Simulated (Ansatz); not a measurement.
The crystal is WS2/WS2 (bilayer of trigonal-prismatic sheets, stacked parallel).

The cell holds 6 atoms: 2 W and 4 S. Cell: a = 3.157 Å, b = 3.157 Å, c = 42.900 Å, α = 90.0°, β = 90.0°, γ = 120.0°. Regions: layer 1 (WS2), 3 atoms (1 W and 2 S); layer 2 (WS2), 3 atoms (1 W and 2 S). Vacuum lies along c.

```xyz
6
Lattice="3.1570 0.0000 0.0000 -1.5785 2.7340 0.0000 0.0000 0.0000 42.9000" Properties=species:S:1:pos:R:3
W     0.0000    1.8227   18.1083
S     1.5785    0.9113   19.6832
S     1.5785    0.9113   16.5314
W     0.0000    1.8227   24.7917
S     1.5785    0.9113   26.3686
S     1.5785    0.9113   23.2168
```

The structure was relaxed with PBE-D3(BJ). The runs that relaxed it are not among those shown. Spin-orbit coupling is left out unless a run names it.

Gaps computed with Ansatz 0.2.0 without a self-energy: PBE 1.66 eV.

Question: Estimate the G0W0@PBE gap with 9×9×1 mesh, 601 empty bands, screening to 80 eV, PAW set soft_1 files.

About 2.31 eV: on its mesh the run moves the gap from 1.75 eV by +0.64 eV, and the mesh misses the edges by 0.09 eV. Bands and cutoff are finite, so the gap is not at the basis limit. The miss can reach some tenths of an eV and take either sign; the mesh is an error of its own. The mesh in the plane is coarse for a sheet; gap and any exciton binding can still move on denser ones. The many-body steps are scalar-relativistic: spin-orbit coupling is not in them.

[Paths, hosts, dates, memory and timing lines, banners, echoed tables and standing remarks are left out of the program output.]

[Logs are printed without paths, hosts, clocks, repeated set-up lines and the standing remarks that a program may print on its own settings, such as how far it seeks lower states.]

[Runs of the session that timed out or met a known fault of the program may be left out.]

[Cells called generated may have been cut or substituted from an entry of the Crystallography Open Database or the Materials Project.]

[Hosts, paths, dates, database ids (printed as entryN), source tags and the programs' standing remarks are cut or masked in the printed files.]
